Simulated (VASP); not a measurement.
# CdO in VASP: a series of runs, part 3 of 3

VASP 6.6.1. The steps go on from the part before.

## Step 4: Work function, PBEsol

This run uses another cell than the first one, of 20.01 Å³/atom, 0.784 times its volume.

The input, INCAR:

```
  ALGO = Fast
  DIPOL = 0.5 0.5 0.500
  EDIFF = 1E-6
  ENCUT = 520
  GGA = PS
  IDIPOL = 3
  ISIF = 2
  ISMEAR = 1
  KPAR = 8
  LASPH = True
  LCHARG = True
  LDIPOL = True
  LREAL = False
  LVACPOTAV = True
  LVHAR = True
  LWAVE = False
  NELM = 60
  PREC = Accurate
  SIGMA = 0.1
```

The input, KPOINTS:

```
k-points
0
Gamma
  10 10 1
```

The input, POSCAR:

```
CdO
1.0
    3.3226947650      0.0000000000      0.0000000000
    0.0000000000      3.3226947650      0.0000000000
    0.0000000000      0.0000000000     21.7475000026
Cd O
6 6
Direct
    0.5000000000      0.5000000000      0.2299114841
    1.0000000000      0.0000000000      0.3379468904
    0.5000000000      0.5000000000      0.4459822968
    1.0000000000      0.0000000000      0.5540177032
    0.5000000000      0.5000000000      0.6620531096
    1.0000000000      0.0000000000      0.7700885159
    1.0000000000      1.0000000000      0.2299114841
    0.5000000000      0.5000000000      0.3379468904
    1.0000000000      1.0000000000      0.4459822968
    0.5000000000      0.5000000000      0.5540177032
    1.0000000000      0.0000000000      0.6620531096
    0.5000000000      0.5000000000      0.7700885159
```

Potentials or basis: VASP PAW PBE potentials, release 64 (Cd, O).

Run with:

```
$ cat potpaw_PBE.64/Cd/POTCAR potpaw_PBE.64/O/POTCAR > POTCAR
$ mpirun -np 8 vasp_std > vasp.out
```

OUTCAR:

```text
EDIFF = 1E-6
   ENCUT = 520
   GGA = PS
   ISIF = 2
   ISMEAR = 1
   LASPH = True
   LREAL = False
   NELM = 60
   PREC = Accurate

 ion  position               nearest neighbor table
   1  0.500  0.500  0.230-   8 2.35   7 2.35   7 2.35   7 2.35   7 2.35   2 3.32   2 3.32   2 3.32
                             2 3.32
   2  0.000  0.000  0.338-   7 2.35   8 2.35   8 2.35   8 2.35   8 2.35   9 2.35   1 3.32   1 3.32
                             1 3.32   1 3.32   3 3.32   3 3.32   3 3.32   3 3.32
   3  0.500  0.500  0.446-   9 2.35   9 2.35   9 2.35   9 2.35   8 2.35  10 2.35   2 3.32   2 3.32
                             2 3.32   2 3.32   4 3.32   4 3.32   4 3.32   4 3.32
   4  0.000  0.000  0.554-  10 2.35  10 2.35  10 2.35  10 2.35  11 2.35   9 2.35   5 3.32   5 3.32
                             5 3.32   5 3.32   3 3.32   3 3.32   3 3.32   3 3.32
   5  0.500  0.500  0.662-  12 2.35  11 2.35  11 2.35  11 2.35  11 2.35  10 2.35   6 3.32   6 3.32
                             6 3.32   6 3.32   4 3.32   4 3.32   4 3.32   4 3.32
   6  0.000  0.000  0.770-  11 2.35  12 2.35  12 2.35  12 2.35  12 2.35   5 3.32   5 3.32   5 3.32
                             5 3.32
   7  0.000  0.000  0.230-   2 2.35   1 2.35   1 2.35   1 2.35   1 2.35
   8  0.500  0.500  0.338-   1 2.35   2 2.35   2 2.35   2 2.35   2 2.35   3 2.35
   9  0.000  0.000  0.446-   3 2.35   3 2.35   3 2.35   3 2.35   2 2.35   4 2.35
[... 1632 lines left out ...]
  -------------------------------------------------------------------------------------
  Total       -3.6295346     -3.6295346      0.3112872      0.0000000      0.0000000     -0.0000000
  in kB      -24.2198408    -24.2198408      2.0772157      0.0000000      0.0000000     -0.0000000
  external PRESSURE =     -15.4541553 kB  Pullay stress =       0.0000000 kB

 VOLUME and BASIS-vectors are now :
 -----------------------------------------------------------------------------
  energy-cutoff  :      520.00
  volume of cell :      240.10
      direct lattice vectors                 reciprocal lattice vectors
     3.322694765  0.000000000  0.000000000     0.300960537  0.000000000  0.000000000
     0.000000000  3.322694765  0.000000000     0.000000000  0.300960537  0.000000000
     0.000000000  0.000000000 21.747500003     0.000000000  0.000000000  0.045982297

 POSITION                                       TOTAL-FORCE (eV/Angst)
 -----------------------------------------------------------------------------------
      1.66135      1.66135      5.00000         0.000000     -0.000000      0.094457
      0.00000      0.00000      7.34950         0.000000      0.000000     -0.055009
      1.66135      1.66135      9.69900        -0.000000     -0.000000     -0.005625
      0.00000      0.00000     12.04850         0.000000      0.000000      0.005625
      1.66135      1.66135     14.39800         0.000000     -0.000000      0.055009
      0.00000      0.00000     16.74750         0.000000      0.000000     -0.094457
      0.00000      0.00000      5.00000         0.000000      0.000000     -0.091720
      1.66135      1.66135      7.34950         0.000000      0.000000     -0.012745
      0.00000      0.00000      9.69900         0.000000     -0.000000      0.001260
      1.66135      1.66135     12.04850         0.000000      0.000000     -0.001260
      0.00000      0.00000     14.39800         0.000000     -0.000000      0.012745
      1.66135      1.66135     16.74750         0.000000     -0.000000      0.091720
 -----------------------------------------------------------------------------------
    total drift:                                0.000000      0.000000      0.000000

  FREE ENERGIE OF THE ION-ELECTRON SYSTEM (eV)
  ---------------------------------------------------
  free  energy   TOTEN  =       -50.0917963288 eV

  energy  without entropy=      -50.0935444924  energy(sigma->0) =      -50.09237905

 vacuum level on the upper side and lower side of the slab         4.387         4.387
```

OSZICAR:

```text
N       E                     dE             d eps       ncg     rms          rms(c)
DAV:   1     0.972679925011E+03    0.97268E+03   -0.57379E+04  2696   0.163E+03
DAV:   2     0.254528714980E+02   -0.94723E+03   -0.91316E+03  2968   0.435E+02
DAV:   3    -0.581461087890E+02   -0.83599E+02   -0.82002E+02  3040   0.124E+02
[... 14 lines left out ...]
RMM:  18    -0.500917298844E+02   -0.68971E-04   -0.90272E-05  2922   0.321E-02    0.167E-02
RMM:  19    -0.500917695152E+02   -0.39631E-04   -0.70863E-06  2302   0.101E-02    0.589E-03
RMM:  20    -0.500917932412E+02   -0.23726E-04   -0.35143E-06  2133   0.546E-03    0.198E-03
RMM:  21    -0.500917958347E+02   -0.25935E-05   -0.64888E-07  1498   0.201E-03    0.120E-03
RMM:  22    -0.500917963288E+02   -0.49418E-06   -0.17151E-07  1041   0.114E-03
   1 F= -.50091796E+02 E0= -.50092379E+02  d E =0.174816E-02
```

stdout:

```text
POSCAR found type information on POSCAR CdO
 POSCAR found :  2 types and      12 ions
 scaLAPACK will be used
 -----------------------------------------------------------------------------
|                                                                             |
[... 42 lines left out ...]
|     field-free region was found. Please increase the size of  your cell     |
|     in the dimension of the dipole correction to obtain accurate            |
|     workfunction values.                                                    |
|                                                                             |
 -----------------------------------------------------------------------------
```

It took 3.6 min on 8 MPI ranks of Intel Xeon Platinum 8175M at 2.50GHz (Skylake/Cascade Lake), shared host; peak memory 0.5 GiB.

What came out:

* Free energy: -50.0918 eV
* Largest force: 0.094 eV/Å
* Band gap on the k mesh: none (metal or under the smearing width)
* Work function of the upper face: 4.85 eV
* Work function of the lower face: 4.85 eV

Forces on the atoms (eV/Å):
```
Cd   0.000  0.000  0.094
Cd   0.000  0.000 -0.055
Cd   0.000  0.000 -0.006
Cd   0.000  0.000  0.006
Cd   0.000  0.000  0.055
Cd   0.000  0.000 -0.094
O    0.000  0.000 -0.092
O    0.000  0.000 -0.013
O    0.000  0.000  0.001
O    0.000  0.000 -0.001
O    0.000  0.000  0.013
O    0.000  0.000  0.092
```

Caveat: the PAW data sets were made with another functional, which shifts forces and pressure a little.

## Step 5: Work function, PBEsol

This run uses another cell than the first one, of 31.05 Å³/atom, 1.216 times its volume.

INCAR is that of step 4.

KPOINTS is that of step 4.

The input, POSCAR:

```
CdO
1.0
    3.3226947650      0.0000000000      0.0000000000
    0.0000000000      3.3226947650      0.0000000000
    0.0000000000      0.0000000000     33.7475000026
Cd O
6 6
Direct
    0.5000000000      0.5000000000      0.3259500704
    1.0000000000      0.0000000000      0.3955700422
    0.5000000000      0.5000000000      0.4651900141
    1.0000000000      0.0000000000      0.5348099859
    0.5000000000      0.5000000000      0.6044299578
    1.0000000000      0.0000000000      0.6740499296
    1.0000000000      1.0000000000      0.3259500704
    0.5000000000      0.5000000000      0.3955700422
    1.0000000000      1.0000000000      0.4651900141
    0.5000000000      0.5000000000      0.5348099859
    1.0000000000      0.0000000000      0.6044299578
    0.5000000000      0.5000000000      0.6740499296
```

Potentials or basis: VASP PAW PBE potentials, release 64 (Cd, O).

Run with:

```
$ cat potpaw_PBE.64/Cd/POTCAR potpaw_PBE.64/O/POTCAR > POTCAR
$ mpirun -np 8 vasp_std > vasp.out
```

OUTCAR:

```text
EDIFF = 1E-6
   ENCUT = 520
   GGA = PS
   ISIF = 2
   ISMEAR = 1
   LASPH = True
   LREAL = False
   NELM = 60
   PREC = Accurate

 ion  position               nearest neighbor table
   1  0.500  0.500  0.326-   8 2.35   7 2.35   7 2.35   7 2.35   7 2.35   2 3.32   2 3.32   2 3.32
                             2 3.32
   2  0.000  0.000  0.396-   7 2.35   8 2.35   8 2.35   8 2.35   8 2.35   9 2.35   1 3.32   1 3.32
                             1 3.32   1 3.32   3 3.32   3 3.32   3 3.32   3 3.32
   3  0.500  0.500  0.465-  10 2.35   9 2.35   9 2.35   9 2.35   9 2.35   8 2.35   4 3.32   4 3.32
                             4 3.32   4 3.32   2 3.32   2 3.32   2 3.32   2 3.32
   4  0.000  0.000  0.535-   9 2.35  10 2.35  10 2.35  10 2.35  10 2.35  11 2.35   3 3.32   3 3.32
[... 1653 lines left out ...]
     0.000000000  3.322694765  0.000000000     0.000000000  0.300960537  0.000000000
     0.000000000  0.000000000 33.747500003     0.000000000  0.000000000  0.029631825

 POSITION                                       TOTAL-FORCE (eV/Angst)
 -----------------------------------------------------------------------------------
      1.66135      1.66135     11.00000        -0.000000     -0.000000      0.094678
      0.00000      0.00000     13.34950         0.000000      0.000000     -0.054915
      1.66135      1.66135     15.69900        -0.000000     -0.000000     -0.005464
      0.00000      0.00000     18.04850        -0.000000     -0.000000      0.005464
      1.66135      1.66135     20.39800        -0.000000     -0.000000      0.054915
      0.00000      0.00000     22.74750        -0.000000      0.000000     -0.094678
      0.00000      0.00000     11.00000        -0.000000     -0.000000     -0.091452
      1.66135      1.66135     13.34950        -0.000000      0.000000     -0.012697
      0.00000      0.00000     15.69900        -0.000000     -0.000000      0.001316
      1.66135      1.66135     18.04850        -0.000000     -0.000000     -0.001316
      0.00000      0.00000     20.39800        -0.000000     -0.000000      0.012697
      1.66135      1.66135     22.74750        -0.000000      0.000000      0.091452
 -----------------------------------------------------------------------------------
    total drift:                                0.000000      0.000000      0.000000

  FREE ENERGIE OF THE ION-ELECTRON SYSTEM (eV)
  ---------------------------------------------------
  free  energy   TOTEN  =       -50.0937769265 eV

  energy  without entropy=      -50.0955250815  energy(sigma->0) =      -50.09435964

 vacuum level on the upper side and lower side of the slab         2.831         2.831
```

stdout:

```text
POSCAR found type information on POSCAR CdO
 POSCAR found :  2 types and      12 ions
 scaLAPACK will be used
 -----------------------------------------------------------------------------
|                                                                             |
|           W    W    AA    RRRRR   N    N  II  N    N   GGGG   !!!           |
|           W    W   A  A   R    R  NN   N  II  NN   N  G    G  !!!           |
[... 21 lines left out ...]
 -----------------------------------------------------------------------------

 LDA part: xc-table for (Slater+PW92), standard interpolation
 POSCAR, INCAR and KPOINTS ok, starting setup
 FFT: planning ... GRIDC
 FFT: planning ... GRID_SOFT
 FFT: planning ... GRID
 WAVECAR not read
 entering main loop
```

It took 6 min on 8 MPI ranks of Intel Xeon Platinum 8175M at 2.50GHz (Skylake/Cascade Lake), shared host; peak memory 0.71 GiB.

Results:

| Property | Result |
| --- | --- |
| Free energy | -50.0938 eV |
| Largest force | 0.095 eV/Å |
| Band gap on the k mesh | none (metal or under the smearing width) |
| Work function of the upper face | 4.86 eV |
| Work function of the lower face | 4.86 eV |

Forces on the atoms (eV/Å):
```
Cd   0.000  0.000  0.095
Cd   0.000  0.000 -0.055
Cd   0.000  0.000 -0.005
Cd   0.000  0.000  0.005
Cd   0.000  0.000  0.055
Cd   0.000  0.000 -0.095
O    0.000  0.000 -0.091
O    0.000  0.000 -0.013
O    0.000  0.000  0.001
O    0.000  0.000 -0.001
O    0.000  0.000  0.013
O    0.000  0.000  0.091
```

Caveat: the PAW data sets were made with another functional, which shifts forces and pressure a little.

## Step 6: Summary

| cell | vacuum (Å) | gap on the mesh (eV) | largest force (eV/Å) | work function (eV) |
| --- | --- | --- | --- | --- |
| P4/nmm, 25.53 Å³/atom | - | none | 0.09 | 4.86 |
| P4/nmm, 15.41 Å³/atom | 5 | none | 0.09 | - |
| P4/nmm, 20.01 Å³/atom | 10 | none | 0.09 | 4.85 |
| P4/nmm, 31.05 Å³/atom | 22 | none | 0.09 | 4.86 |

Alike in all rows: task work function; level PBEsol; potentials or basis VASP PAW PBE potentials, release 64 (Cd, O); no spin polarisation; k mesh 10 × 10 × 1; cutoff (eV) 520; smearing methfessel-paxton 0.1 eV.

Every run on the cell as given and a fine mesh finds a metal.

Caveats: the PAW data sets were made with another functional, which shifts forces and pressure a little.

Absolute energies hang on the potentials; compare differences alone.
